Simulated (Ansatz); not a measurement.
AlGaN2 (P-4m2), a film clamped to a substrate

Method: DFT LDA, scalar-relativistic, plane waves, PAW (Ansatz). Cutoff 420 eV, Γ-centred 8×8×6 k-points, Gaussian smearing of 0.05 eV. No spin polarisation. Energies are free energies at this smearing, counted from the undisturbed cell; pressure is positive in compression.

The starting cell (relaxed at this level; it needn't be the usual structure):

```
Al Ga N
1.0
     3.11529    0.00000    0.00000
     0.00000    3.11529    0.00000
     0.00000    0.00000    4.38433
Al Ga N
1 1 2
Direct
  0.50000 0.50000 0.50000
  0.00000 0.00000 0.00000
  0.50000 0.00000 0.74005
  0.00000 0.50000 0.25995
```

The cell (4 atoms, V0 = 42.55 Å³) is strained by p along both x and y and by q along z, fractional coordinates fixed. τp = (1/V0) ∂E/∂p = (σxx + σyy)(1 + p)(1 + q) and τq = (1/V0) ∂E/∂q = σzz(1 + p)², with tension positive.

```
     p q  ΔE (meV/atom)  τp (GPa)  τq (GPa)
 0.000   0.000           0.00      0.01      0.01
-0.025   0.000          20.12    -24.89     -8.76
 0.025   0.000          18.16     21.28      7.47
 0.000  -0.025           6.08     -8.60     -7.37
 0.000   0.025           5.98      7.59      7.16
```

Task: Get the second derivatives of the energy density.

Result: Central differences give A = ∂τp/∂p = 923 GPa (C11 + C22 + 2 C12), C = ∂τq/∂q = 291 GPa (C33) and the cross term B = ∂τq/∂p = 325 GPa (C13 + C23); ∂τp/∂q = 324 GPa must equal B, and any difference shows higher-order terms. The ions are clamped.

Task: A film of this crystal grows with z along the normal on a substrate that imposes p. How does its thickness respond, and what does the misfit cost?

Result: Count p and q from the stress-free cell. A free surface needs τq = 0, so q = −(B/C) p = -1.12 p. The energy density left is (A − B²/C) p²/2 = M p², with the biaxial modulus M = 280 GPa; a misfit of 1 % costs 1.86 meV/atom, against 3.07 meV/atom if the thickness were held.

Forces appear on the atoms along this scan, and letting them relax would lower the energy and soften the response.

A film stretched in its plane thins by slightly more than the imposed strain, but not enough to conserve volume. The cell is an ordered zinc-blende derivative with tetrahedral bonding, and the thickness response lets part of the misfit be taken up by bending bond angles, which costs less than stretching the stiff, partly ionic metal–nitrogen bonds. This is why the misfit energy drops from 3.07 to 1.86 meV/atom once the surface is free. Compression costs more than equal extension along both strain paths, as expected from the steep short-range repulsion.

Ionic relaxation will probably change these moduli only modestly. In ideal zinc blende, strains along the cubic axes exert no force on the atoms by symmetry, so here the forces arise only from the difference between Al–N and Ga–N bonds, which are chemically similar. The values shouldn't be carried over to the usual wurtzite nitride films grown along the hexagonal axis, where the thickness responds much more weakly to in-plane strain.
